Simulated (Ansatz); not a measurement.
**Σ9 (221) boundary in fcc Pt with H (interstitial): structure and resistance**

Wanted: what the Σ9 (221) boundary in fcc Pt with H (interstitial) costs an interconnect.

Calculated with Ansatz 0.2.0; Ansatz plane-wave DFT, PBE, PAW files; relaxation of a bicrystal slab with its lowest layers held; PAW set soft_1, in the first sound run; inputs show where later runs differ.

## (1) The starting structure

The cell holds 30 atoms: 29 Pt and 1 H. Cell: a = 2.773 Å, b = 8.319 Å, c = 29.955 Å, α = 90.0°, β = 90.0°, γ = 90.0°. It derives from Pt. built on the (2 2 1) plane; 2 overlapping atoms removed and the grains opened by 0 Å. Vacuum lies along c.

## (2) Relaxing the bicrystal

The boundary is built by mirroring the lower grain in the boundary plane and removing any atoms that overlap; then the H is put in at the boundary. A thin bicrystal slab is relaxed first, with the lowest layers held and the upper grain free to shift and open.

Input file input.yaml:

```yaml
crystal:
  lattice:
    - [2.7731313745, 0.0, 0.0]
    - [0.0, 8.3193941234, 0.0]
    - [0.0, 0.0, 29.9553666657]
  atoms:
    - { symbol: Pt, position: [0.5000000002, 0.388888889, 0.1669149991] }
    - { symbol: Pt, position: [2.0e-10, 0.6666666667, 0.1887352405] }
    - { symbol: Pt, position: [0.5000000002, 0.9444444445, 0.210555482] }
    - { symbol: Pt, position: [2.0e-10, 0.2222222223, 0.2323757234] }
    - { symbol: Pt, position: [0.5000000002, 0.5000000001, 0.2541959649] }
    - { symbol: Pt, position: [1.0e-10, 0.7777777778, 0.2760162063] }
    - { symbol: Pt, position: [0.5000000001, 0.0555555556, 0.2978364478] }
    - { symbol: Pt, position: [1.0e-10, 0.3333333334, 0.3196566892] }
    - { symbol: Pt, position: [0.5000000001, 0.6111111111, 0.3414769307] }
    - { symbol: Pt, position: [1.0e-10, 0.8888888889, 0.3632971721] }
    - { symbol: Pt, position: [0.5000000001, 0.1666666667, 0.3851174136] }
    - { symbol: Pt, position: [0.0, 0.4444444445, 0.406937655] }
    - { symbol: Pt, position: [0.5, 0.7222222222, 0.4287578965] }
    - { symbol: Pt, position: [0.0, 0.0, 0.4505781379] }
    - { symbol: H, position: [0.25, 0.25, 0.4505781379] }
    - { symbol: Pt, position: [0.0, 0.4444444445, 0.4942186208] }
    - { symbol: Pt, position: [0.5000000001, 0.1666666667, 0.5160388623] }
    - { symbol: Pt, position: [1.0e-10, 0.8888888889, 0.5378591037] }
    - { symbol: Pt, position: [0.5000000001, 0.6111111111, 0.5596793452] }
    - { symbol: Pt, position: [1.0e-10, 0.3333333334, 0.5814995866] }
    - { symbol: Pt, position: [0.5000000001, 0.0555555556, 0.6033198281] }
    - { symbol: Pt, position: [1.0e-10, 0.7777777778, 0.6251400695] }
    - { symbol: Pt, position: [0.5000000002, 0.5000000001, 0.6469603109] }
    - { symbol: Pt, position: [2.0e-10, 0.2222222223, 0.6687805524] }
    - { symbol: Pt, position: [0.5000000002, 0.9444444445, 0.6906007938] }
    - { symbol: Pt, position: [2.0e-10, 0.6666666667, 0.7124210353] }
    - { symbol: Pt, position: [0.5000000002, 0.388888889, 0.7342412767] }
    - { symbol: Pt, position: [3.0e-10, 0.1111111112, 0.7560615182] }
    - { symbol: Pt, position: [0.5000000003, 0.8333333334, 0.7778817596] }
    - { symbol: Pt, position: [3.0e-10, 0.5555555557, 0.7997020011] }
kpoints:
  mp_grid: { grid: [8, 3, 1] }
hamiltonian:
  xc: pbe
  pseudopotentials: { kind: paw, azcp: { folder: soft_1 } }
scf:
  occupations: { method: fermi_dirac, width: 0.1 }
relax:
  f_tol: 0.03
  max_steps: 80
  constraints: [{ sites: [0, 1, 2, 3, 4] }]
```

Run with:

```sh
$ ansatz run input.yaml --threads 4 --pin off --max-ram 15360MiB --backend cpu --events-out ev --progress --plain --runs-dir out
```

Numbers of over 12 decimals in the logs are rounded to 6 here.

The log of the run:

```text
Engine: ansatz 0.2.0, aarch64-unknown-linux-gnu
Pseudopotentials: kind: paw
Pseudopotential: Pt, paw, valence charge 18, recommended cutoff 420 eV (normal), soft_1/Pt.paw.azcp
Pseudopotential: H, paw, valence charge 1, recommended cutoff 420 eV (normal), soft_1/H.paw.azcp
Functional definition: PBE
  parameter kappa = 0.804
  parameter beta = 0.066725
  exchange = pbe_x(kappa = kappa, mu = beta*pi^2/3)
  correlation = pbe_c(beta = beta)
Crystal: 30 atoms, lattice volume = 691.093 Å³
Basis set: ecut = 420 eV, 13555 PW (Γ), exchange–correlation on 40×120×432 points (8 copies of the dense FFT grid, shifted against one another)
Bands: 314, of which v1, the nominal top of the filled ones, is band 262 counted from 1 (261 counted from 0)
Symmetry: 1 space group operations
Space group: P1 (ITA 1), of the structure as read, at distance tolerance 8.8e-5 Å
k-points: 13 of 24 (time reversal used)
Non-local potential: Pt, projectors of the file, l = 0: 3, l = 1: 2, l = 2: 2, l = 3: 1
Non-local potential: H, projectors of the file, l = 0: 2, l = 1: 1
PAW form: soft (Blöchl's): semilocal exchange-correlation on the pseudo side does not see the compensation charge
PAW one-centre angular grid: Pt, 590 points (default); XC on 64 Gauss nodes
PAW one-centre angular grid: H, 110 points (default); XC on 64 Gauss nodes
Initial density: superposition of atomic densities (neutral atoms: chi_scale 0, normalization atom)
Initial wavefunctions: pseudopotential atomic-orbital guess
Functional: x = pbe(κ = 0.804, μ = 0.219515), c = pbe(β = 0.066725)
SCF iter   1: F=—  HF=-363236.064124 eV  |F-HF|=—  |Δ(HF+E_count)|=         —  Δρ=7.13e-2  dr2=5.43e1  ethr=3.10e-3  ⟨swp⟩=6.0  Hψ=14820  notcnv=0  defer=116
preconditioner: auto → LDOS  [metal: Δε(μ)=0.001 eV  Ē_g=7.599 eV  σ=0.100 eV  W_gap=0.00  n_scr=200 (ndim 8)  ℏωp=24.1 eV  f_vac=0.312  D(μ)=46.52/eV (n_scr^D=526)  β→1.0]
SCF iter   2: F=—  HF=-363233.830452 eV  |F-HF|=—  |Δ(HF+E_count)|=    2.23e0  Δρ=5.87e-2  dr2=2.54e1  ethr=3.10e-3  ⟨swp⟩=3.0  Hψ=9555  notcnv=0  defer=331
SCF iter   3: F=—  HF=-363226.372585 eV  |F-HF|=—  |Δ(HF+E_count)|=    7.46e0  Δρ=1.06e-2  dr2=2.12e0  ethr=3.10e-3  ⟨swp⟩=2.0  Hψ=7688  notcnv=0  defer=370
SCF iter   4: F=—  HF=-363226.152730 eV  |F-HF|=—  |Δ(HF+E_count)|=   2.20e-1  Δρ=3.16e-3  dr2=3.38e-1  ethr=4.04e-4  ⟨swp⟩=2.5  Hψ=6676  notcnv=0  defer=352
SCF iter   5: F=—  HF=-363226.109939 eV  |F-HF|=—  |Δ(HF+E_count)|=   4.28e-2  Δρ=1.39e-3  dr2=3.91e-2  ethr=6.46e-5  ⟨swp⟩=2.1  Hψ=5629  notcnv=0  defer=352
SCF iter   6: F=—  HF=-363226.107284 eV  |F-HF|=—  |Δ(HF+E_count)|=   2.66e-3  Δρ=5.93e-4  dr2=7.48e-3  ethr=7.47e-6  ⟨swp⟩=2.0  Hψ=5603  notcnv=0  defer=352
SCF iter   7: F=—  HF=-363226.106586 eV  |F-HF|=—  |Δ(HF+E_count)|=   6.97e-4  Δρ=2.69e-4  dr2=1.52e-3  ethr=1.43e-6  ⟨swp⟩=2.0  Hψ=4973  notcnv=0  defer=352
SCF iter   8: F=—  HF=-363226.106581 eV  |F-HF|=—  |Δ(HF+E_count)|=   5.51e-6  Δρ=1.23e-4  dr2=2.01e-4  ethr=2.92e-7  ⟨swp⟩=2.0  Hψ=5661  notcnv=0  defer=352
SCF iter   9: F=—  HF=-363226.106552 eV  |F-HF|=—  |Δ(HF+E_count)|=   2.90e-5  Δρ=4.44e-5  dr2=4.46e-5  ethr=3.85e-8  ⟨swp⟩=2.4  Hψ=5884  notcnv=0  defer=352
SCF iter  10: F=-363226.106536 eV  HF=-363226.106549 eV  |F-HF|=1.32e-5  |Δ(HF+E_count)|=   2.39e-6  Δρ=2.59e-5  dr2=1.42e-5  ethr=4.30e-9  ⟨swp⟩=4.0  Hψ=12185  notcnv=0
SCF 1 converged in 10 iterations: F = -363226.106536 eV  dr2 = 1.42e-5
  greatest PAW one-centre occupation: 1.000 electrons in one spin orbital (limit 2), on the Pt atom at site 21 (counted from 0), in its partial waves of l = 0
relax step   1: F+E_penalty+E_count = -363226.10653628 eV  Δ(F+E_penalty+E_count) = +0.000e0 eV  max|allowed force component| = 1.003e0 eV/Å  Δτ_max = 0.0000 Å  (10 SCF iters, dr2 threshold 2.25e-5 eV, accepted)
Initial density: handed on by an earlier stage of this run
Initial wavefunctions: those handed on with the density
iter 1 solved again at ethr=3.48e-4 eV; its pass at ethr=3.10e-3 eV (dr2=1.82e0 eV) is discarded
SCF iter   1: F=—  HF=-363226.763058 eV  |F-HF|=—  |Δ(HF+E_count)|=         —  Δρ=1.20e-2  dr2=1.73e0  ethr=3.48e-4  ⟨swp⟩=1.8  Hψ=13832  notcnv=0  defer=345
preconditioner: auto → LDOS  [metal: Δε(μ)=0.007 eV  Ē_g=7.685 eV  σ=0.100 eV  W_gap=0.02  n_scr=200 (ndim 8)  ℏωp=24.1 eV  f_vac=0.309  D(μ)=49.35/eV (n_scr^D=560)  β→1.0]
SCF iter   2: F=—  HF=-363226.716644 eV  |F-HF|=—  |Δ(HF+E_count)|=   4.64e-2  Δρ=4.80e-3  dr2=2.87e-1  ethr=3.30e-4  ⟨swp⟩=2.0  Hψ=6210  notcnv=0  defer=345
SCF iter   3: F=—  HF=-363226.658866 eV  |F-HF|=—  |Δ(HF+E_count)|=   5.78e-2  Δρ=2.09e-3  dr2=1.38e-1  ethr=5.49e-5  ⟨swp⟩=3.3  Hψ=8199  notcnv=0  defer=345
SCF iter   4: F=—  HF=-363226.643369 eV  |F-HF|=—  |Δ(HF+E_count)|=   1.55e-2  Δρ=1.06e-3  dr2=2.63e-2  ethr=2.64e-5  ⟨swp⟩=2.2  Hψ=5480  notcnv=0  defer=345
SCF iter   5: F=—  HF=-363226.640832 eV  |F-HF|=—  |Δ(HF+E_count)|=   2.54e-3  Δρ=3.43e-4  dr2=3.42e-3  ethr=5.03e-6  ⟨swp⟩=2.1  Hψ=5566  notcnv=0  defer=345
SCF iter   6: F=—  HF=-363226.640600 eV  |F-HF|=—  |Δ(HF+E_count)|=   2.32e-4  Δρ=1.43e-4  dr2=4.22e-4  ethr=6.54e-7  ⟨swp⟩=2.0  Hψ=5306  notcnv=0  defer=345
SCF iter   7: F=—  HF=-363226.640573 eV  |F-HF|=—  |Δ(HF+E_count)|=   2.70e-5  Δρ=6.29e-5  dr2=8.98e-5  ethr=8.07e-8  ⟨swp⟩=2.0  Hψ=5479  notcnv=0  defer=345
SCF iter   8: F=-363226.640554 eV  HF=-363226.640570 eV  |F-HF|=1.62e-5  |Δ(HF+E_count)|=   3.30e-6  Δρ=2.99e-5  dr2=1.78e-5  ethr=1.20e-8  ⟨swp⟩=3.8  Hψ=10841  notcnv=0
SCF 2 converged in 8 iterations: F = -363226.640554 eV  dr2 = 1.78e-5
  greatest PAW one-centre occupation: 1.000 electrons in one spin orbital (limit 2), on the Pt atom at site 11 (counted from 0), in its partial waves of l = 0
relax step   2: F+E_penalty+E_count = -363226.64055380 eV  Δ(F+E_penalty+E_count) = -5.340e-1 eV  max|allowed force component| = 7.238e-1 eV/Å  Δτ_max = 0.1944 Å  (8 SCF iters, dr2 threshold 6.29e-5 eV, accepted)
iter 1 solved again at ethr=3.27e-4 eV; its pass at ethr=3.10e-3 eV (dr2=1.71e0 eV) is discarded
SCF iter   1: F=—  HF=-363227.014067 eV  |F-HF|=—  |Δ(HF+E_count)|=         —  Δρ=1.34e-2  dr2=1.69e0  ethr=3.27e-4  ⟨swp⟩=1.3  Hψ=14731  notcnv=0  defer=341
preconditioner: auto → LDOS  [metal: Δε(μ)=0.002 eV  Ē_g=7.660 eV  σ=0.100 eV  W_gap=0.00  n_scr=200 (ndim 8)  ℏωp=24.1 eV  f_vac=0.307  D(μ)=49.52/eV (n_scr^D=560)  β→1.0]
SCF iter   2: F=—  HF=-363226.937316 eV  |F-HF|=—  |Δ(HF+E_count)|=   7.68e-2  Δρ=4.81e-3  dr2=3.27e-1  ethr=3.23e-4  ⟨swp⟩=2.0  Hψ=6390  notcnv=0  defer=341
SCF iter   3: F=—  HF=-363226.868727 eV  |F-HF|=—  |Δ(HF+E_count)|=   6.86e-2  Δρ=1.88e-3  dr2=4.98e-2  ethr=6.24e-5  ⟨swp⟩=3.0  Hψ=8118  notcnv=0  defer=341
[...]
relax step   9: F+E_penalty+E_count = -363227.23886516 eV  Δ(F+E_penalty+E_count) = -1.671e-2 eV  max|allowed force component| = 1.256e-1 eV/Å  Δτ_max = 0.1909 Å  (8 SCF iters, dr2 threshold 2.61e-6 eV, accepted)
relax step  10: F+E_penalty+E_count = -363227.24395986 eV  Δ(F+E_penalty+E_count) = -5.095e-3 eV  max|allowed force component| = 1.345e-1 eV/Å  Δτ_max = 0.1152 Å  (7 SCF iters, dr2 threshold 1.58e-5 eV, accepted)
relax step  11: F+E_penalty+E_count = -363227.26299472 eV  Δ(F+E_penalty+E_count) = -1.903e-2 eV  max|allowed force component| = 1.251e-1 eV/Å  Δτ_max = 0.2000 Å  (7 SCF iters, dr2 threshold 1.81e-5 eV, accepted)
relax step  12: F+E_penalty+E_count = -363227.25435397 eV  Δ(F+E_penalty+E_count) = +8.641e-3 eV  max|allowed force component| = 4.671e-1 eV/Å  Δτ_max = 0.1942 Å  (7 SCF iters, dr2 threshold 1.35e-5 eV, rejected (line search))
relax step  13: F+E_penalty+E_count = -363227.27243839 eV  Δ(F+E_penalty+E_count) = -9.444e-3 eV  max|allowed force component| = 4.816e-2 eV/Å  Δτ_max = 0.0971 Å  (9 SCF iters, accepted)
relax step  14: F+E_penalty+E_count = -363227.27659132 eV  Δ(F+E_penalty+E_count) = -4.153e-3 eV  max|allowed force component| = 1.376e-2 eV/Å  Δτ_max = 0.1000 Å  (9 SCF iters, accepted)
relax step  15: F+E_penalty+E_count = -363227.27809938 eV  Δ(F+E_penalty+E_count) = -1.508e-3 eV  max|allowed force component| = 4.294e-2 eV/Å  Δτ_max = 0.1244 Å  (9 SCF iters, accepted)
SCF iter   1: F=—  HF=-363227.279596 eV  |F-HF|=—  |Δ(HF+E_count)|=         —  Δρ=1.03e-3  dr2=4.02e-3  ethr=6.43e-6  ⟨swp⟩=2.8  Hψ=7455  notcnv=0  defer=350
preconditioner: auto → LDOS  [metal: Δε(μ)=0.004 eV  Ē_g=7.638 eV  σ=0.100 eV  W_gap=0.01  n_scr=200 (ndim 8)  ℏωp=24.1 eV  f_vac=0.301  D(μ)=49.67/eV (n_scr^D=560)  β→1.0]
SCF iter   2: F=—  HF=-363227.278935 eV  |F-HF|=—  |Δ(HF+E_count)|=   6.61e-4  Δρ=3.15e-4  dr2=8.26e-4  ethr=7.68e-7  ⟨swp⟩=2.9  Hψ=8340  notcnv=0  defer=350
SCF iter   3: F=—  HF=-363227.278665 eV  |F-HF|=—  |Δ(HF+E_count)|=   2.70e-4  Δρ=8.60e-5  dr2=1.05e-4  ethr=1.58e-7  ⟨swp⟩=2.7  Hψ=7952  notcnv=0  defer=350
SCF iter   4: F=—  HF=-363227.278623 eV  |F-HF|=—  |Δ(HF+E_count)|=   4.18e-5  Δρ=2.91e-5  dr2=1.15e-5  ethr=2.01e-8  ⟨swp⟩=2.4  Hψ=7180  notcnv=0  defer=350
SCF iter   5: F=—  HF=-363227.278644 eV  |F-HF|=—  |Δ(HF+E_count)|=   2.11e-5  Δρ=9.39e-6  dr2=2.07e-6  ethr=2.21e-9  ⟨swp⟩=2.6  Hψ=6503  notcnv=0  defer=350
SCF iter   6: F=—  HF=-363227.278644 eV  |F-HF|=—  |Δ(HF+E_count)|=   4.87e-8  Δρ=4.40e-6  dr2=5.07e-7  ethr=3.96e-10  ⟨swp⟩=2.2  Hψ=6149  notcnv=0  defer=350
SCF iter   7: F=-363227.278644 eV  HF=-363227.278644 eV  |F-HF|=6.93e-8  |Δ(HF+E_count)|=   2.93e-8  Δρ=2.00e-6  dr2=7.59e-8  ethr=1.91e-11  ⟨swp⟩=3.3  Hψ=14801  notcnv=0
SCF 16 converged in 7 iterations: F = -363227.278644 eV  dr2 = 7.59e-8
relax step  16: F+E_penalty+E_count = -363227.27864421 eV  Δ(F+E_penalty+E_count) = -5.448e-4 eV  max|allowed force component| = 2.107e-2 eV/Å  Δτ_max = 0.0202 Å  (7 SCF iters, accepted)
SCF converged after 7 iterations
Free energy (F): -363227.278644 eV
Harris-Foulkes:  -363227.278644 eV  (|F-HF|=6.93e-8)
Internal energy: -363225.681321 eV  (E = F + TS)
E sigma→0 (E₀):  -363226.479983 eV
Entropy (-TS):   -1.597323 eV (-53.244 meV/atom)
Fermi energy:    12.740777 eV
--- Per-component energies (eV) ---
  E_band       = -9118.810359
  E_kinetic    = 17294.579853
  E_local      = -602040.249640  (includes V_loc(G=0)·N_el)
  E_nonlocal   = 5910.529815
  E_hartree    = 293390.510655
  E_xc         = -6729.799204
  E_vxc        = -7858.507444  (∫ρ·V_xc dr)
  E_paw        = -275030.136079  (= ΣΔE_a)
  E_vpaw       = -9206.192875  (= ΣTr[D̂ρ^β])
  E_aug_tail   = 0.032022  (compensation charges beyond the density's cutoff)
  E_ewald      = 203978.851257
  E_smearing   = -1.597323  (= −TS)
  E_closure    = 0.000000  (closes the sum)
  Σ components = -363227.278644   (vs F -363227.278644, Δ=0.00e0)
--- Forces (eV/Å), atoms counted from 1 ---
  atom   1  Pt     0.00042676     0.36434971     0.48757130
  atom   2  Pt     0.00091216     0.32452856    -0.32885178
  atom   3  Pt    -0.00256221    -0.21447372    -0.20206837
  atom   4  Pt    -0.00469171    -0.59456208    -0.58369134
  atom   5  Pt    -0.00817005     0.12551039     0.63620399
  atom   6  Pt    -0.00003999    -0.00348775     0.00088036
  atom   7  Pt     0.00024831     0.00235548     0.00180144
  atom   8  Pt    -0.00054473     0.00104121     0.00075325
  atom   9  Pt     0.00108449    -0.00184455    -0.00141602
  atom  10  Pt    -0.00109926    -0.00049309    -0.00534826
  atom  11  Pt    -0.00146199     0.00953250     0.00097603
  atom  12  Pt     0.00116599     0.00765296    -0.00832666
  atom  13  Pt     0.00208446    -0.00164359    -0.00350986
  atom  14  Pt     0.00100205    -0.00115887     0.00054186
  atom  15  H      0.00039975    -0.02106587     0.00104169
  atom  16  Pt    -0.00392662     0.00661467    -0.00575134
  atom  17  Pt     0.00257529     0.00162759     0.00285935
  atom  18  Pt     0.00189952     0.00270756     0.00263168
  atom  19  Pt     0.00011369     0.00335526     0.00650636
  atom  20  Pt    -0.00022709    -0.00515068     0.00417464
  atom  21  Pt    -0.00102295     0.00176143    -0.00441039
  atom  22  Pt    -0.00108988     0.00394548     0.00164754
  atom  23  Pt     0.00126909    -0.00228007    -0.00003210
  atom  24  Pt     0.00247549    -0.00310787    -0.00197422
  atom  25  Pt     0.00094495    -0.00138257     0.00294582
  atom  26  Pt     0.00061268    -0.00055626    -0.00118233
  atom  27  Pt     0.00200341    -0.00108424    -0.00160763
  atom  28  Pt     0.00237414     0.00000298    -0.00131834
  atom  29  Pt     0.00180806    -0.00290653    -0.00001103
  atom  30  Pt     0.00149027     0.00016708    -0.00102353
  max |Σ_I F_I| component: 5.41e-5 eV/Å
--- Relaxed structure (16 steps of the walk, 15 accepted, 0 SCFs on fresh bases) ---
  F+E_penalty+E_count = -363227.27864421 eV   max|allowed force component| = 2.107e-2 eV/Å
  atoms:
    - { symbol: Pt, position: [0.5000000002, 0.388888889, 0.166915] }
    - { symbol: Pt, position: [2.0000000000000003e-10, 0.666667, 0.188735] }
    - { symbol: Pt, position: [0.5000000002, 0.944444, 0.210555] }
    - { symbol: Pt, position: [2.0000000000000003e-10, 0.2222222223, 0.232376] }
    - { symbol: Pt, position: [0.5000000002, 0.500000, 0.254196] }
    - { symbol: Pt, position: [-0.00115761, 0.784654, 0.277959] }
    - { symbol: Pt, position: [0.498611, 0.061965, 0.301010] }
    - { symbol: Pt, position: [-0.00155772, 0.340288, 0.322856] }
    - { symbol: Pt, position: [0.497759, 0.624555, 0.343176] }
    - { symbol: Pt, position: [-0.00293744, 0.900260, 0.369737] }
    - { symbol: Pt, position: [0.496774, 0.179257, 0.391743] }
    - { symbol: Pt, position: [-0.00310561, 0.456312, 0.409624] }
    - { symbol: Pt, position: [0.495372, 0.736087, 0.437318] }
    - { symbol: Pt, position: [-0.00522951, 0.019908, 0.459095] }
    - { symbol: H, position: [0.000248557, 0.368018, 0.461529] }
    - { symbol: Pt, position: [-0.00764753, 0.532296, 0.497802] }
    - { symbol: Pt, position: [0.490257, 0.231400, 0.519010] }
    - { symbol: Pt, position: [-0.00999555, 0.957824, 0.544833] }
    - { symbol: Pt, position: [0.490515, 0.687338, 0.564053] }
    - { symbol: Pt, position: [-0.010476, 0.404227, 0.585683] }
    - { symbol: Pt, position: [0.488993, 0.128446, 0.612081] }
    - { symbol: Pt, position: [-0.011072, 0.841746, 0.632864] }
    - { symbol: Pt, position: [0.488261, 0.557787, 0.654071] }
    - { symbol: Pt, position: [-0.012399, 0.287125, 0.679785] }
    - { symbol: Pt, position: [0.487590, 1.007411, 0.699719] }
    - { symbol: Pt, position: [-0.012560, 0.719566, 0.719731] }
    - { symbol: Pt, position: [0.486376, 0.435485, 0.749940] }
    - { symbol: Pt, position: [-0.013907, 0.164175, 0.770784] }
    - { symbol: Pt, position: [0.486048, 0.896676, 0.788454] }
    - { symbol: Pt, position: [-0.013970, 0.626863, 0.807225] }
```

Elapsed: 28 min, on 4 threads of Arm Neoverse V1, shared host; peak memory 4.8 GiB.

The steps of the relaxation:

| step | energy less that of the first step (eV) | largest force component (eV/Å) |
| --- | --- | --- |
| 1 | 0.0000 | 1.0033 |
| 2 | -0.5340 | 0.7238 |
| 3 | -0.7505 | 0.2859 |
| 4 | -0.9128 | 0.2550 |
| 5 | -0.9701 | 0.4373 |
| 6 | -1.0437 | 0.1832 |
| 7 | -1.0904 | 0.0796 |
| 8 | -1.1156 | 0.1176 |
| 9 | -1.1323 | 0.1256 |
| 10 | -1.1374 | 0.1345 |
| 11 | -1.1565 | 0.1251 |
| 12 | -1.1478 | 0.4671 |
| 13 | -1.1659 | 0.0482 |
| 14 | -1.1701 | 0.0138 |
| 15 | -1.1716 | 0.0429 |
| 16 | -1.1721 | 0.0211 |

Relaxation step 12 was tried and not accepted.

The atoms that moved most (Å):

| atom | dx | dy | dz | length |
| --- | --- | --- | --- | --- |
| H15 | -0.693 | 0.982 | 0.328 | 1.246 |
| Pt16 | -0.021 | 0.731 | 0.107 | 0.739 |
| Pt21 | -0.031 | 0.606 | 0.262 | 0.661 |
| Pt19 | -0.026 | 0.634 | 0.131 | 0.648 |
| Pt30 | -0.039 | 0.593 | 0.225 | 0.636 |
| Pt24 | -0.034 | 0.540 | 0.330 | 0.634 |
| Pt28 | -0.039 | 0.441 | 0.441 | 0.625 |
| Pt29 | -0.039 | 0.527 | 0.317 | 0.616 |

Numbers from this step:

- free energy: -363227.2786 eV
- energy at zero smearing: -363226.4800 eV
- Fermi energy: 12.74 eV

The largest force component on a free atom ends at 0.021 eV/Å, under the tolerance of 0.03, after 16 steps.

[end of part 1 of 2]

[Logs are printed without paths, hosts, clocks, repeated set-up lines and the standing remarks that a program may print on its own settings, such as how far it seeks lower states.]

[Hosts, paths, dates, database ids (printed as entryN), source tags and the programs' standing remarks are cut or masked in the printed files.]
